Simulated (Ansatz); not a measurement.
2H nuclear quadrupole resonance in YH3O3

Cell: a Materials Project structure (computed, not necessarily an observed phase).

Space group P6_3/m (No. 176); a = 6.3631, c = 3.5526 Å, γ = 120.00°.

| site | Wyckoff | site symmetry | x | y | z |
| --- | --- | --- | --- | --- | --- |
| Y | 2c | -6.. | 0.3333 | 0.6667 | 0.2500 |
| H | 6h | m.. | 0.8616 | 0.1402 | 0.2500 |
| O | 6h | m.. | 0.6032 | 0.6887 | 0.7500 |

One atom of each set is listed.

All values are calculated (Ansatz; DFT, r2SCAN, plane waves and PAW (field gradients read without the response of the frozen cores, which leaves them typically 4 to 6 % off), scalar-relativistic, 500 eV cutoff, Γ-centred 4×4×6 k-points, Fermi–Dirac smearing 0.02 eV), not measured.

2H: I = 1, Q = 2.858 mb (year-2017 value). Static lattice, zero field.

Q: The simulated lines lie at 0.00203, 0.214, 0.216 MHz. What are |C_Q|, η and |V_zz| at H?

A: For I = 1 the lines are ν± = (3/4)|C_Q|(1 ± η/3) and ν₀ = |C_Q|η/2. Here |C_Q| = 0.287 MHz, η = 0.01 and |V_zz| = 4.16 × 10²¹ V/m². The calculation gives V_zz positive; the lines don't show the sign. The site has 1 O at 0.97 Å.

At H V_zz points along its bond to O (within 1°).

At this cell the principal stresses reach 5 GPa in size with r2SCAN, which can matter for small gradients. The largest force is 0.5 eV/Å, so the atoms aren't at the calculated equilibrium and relaxing them would move these values.

Hardware: 1 thread of Intel Xeon Platinum 8259CL CPU @ 2.50GHz (Skylake/Cascade Lake) (x86_64; 16 cores open to the job, memory cap 3.0 GiB, no GPU), a shared host with a load of 0.6 a core. Wall time 18 s, CPU time 18 s, peak memory 0.73 GiB.
